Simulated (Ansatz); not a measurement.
The system is TiTe.

```
Ti Te
1.0
     0.00000    3.31060    3.31060
     3.31060    0.00000    3.31060
     3.31060    3.31060    0.00000
Ti Te
1 1
Direct
  0.00000 0.00000 0.00000
  0.25000 0.25000 0.25000
```

The cell comes from a database or a generator and needn't be the stable form of this composition.

| Quantity | Value |
| --- | --- |
| Program | Ansatz 0.2.0 |
| Task | relaxation of cell and atoms |
| Functional | r2SCAN |
| Potentials or basis | Ansatz PAW |
| Cutoff | 500 eV (not typed: the program's choice for these potentials) |
| k mesh | 7 × 7 × 7 |
| Occupations | fermi-dirac, width 0.05 eV |
| Spin | no spin polarisation |

At the start: volume 36.28 Å³/atom.

Problem. How do energy, volume and symmetry change on relaxing?

Solution. It ends after 5 steps and the volume is 30.18 Å³/atom (-16.8 %); space group F-43m (No. 216, to 0.05 Å).

Step by step:
```
step  energy change (eV)  largest force (eV/Å)  volume (Å³)
   1              0.0000                0.0000        72.57
   2             -0.3111                0.0000        62.46
   3             -0.3226                0.0000        59.56
   4             -0.3242                0.0000        60.36
   5             -0.3225                0.0000        60.36
```

Final structure:
```
Ti Te
1.0
     0.00000    3.11350    3.11350
     3.11350    0.00000    3.11350
     3.11350    3.11350    0.00000
Ti Te
1 1
Direct
  0.00000 0.00000 0.00000
  0.25000 0.25000 0.25000
```

Caveat: the volume moved by over 15 % at a fixed basis, so the end points are rough; the plane-wave basis is chosen anew once the cell has moved, so the energies of steps on either side of that aren't comparable; the PAW data sets come from PBE, with cores solved anew for the run's functional, which leaves a small shift of forces and pressure.
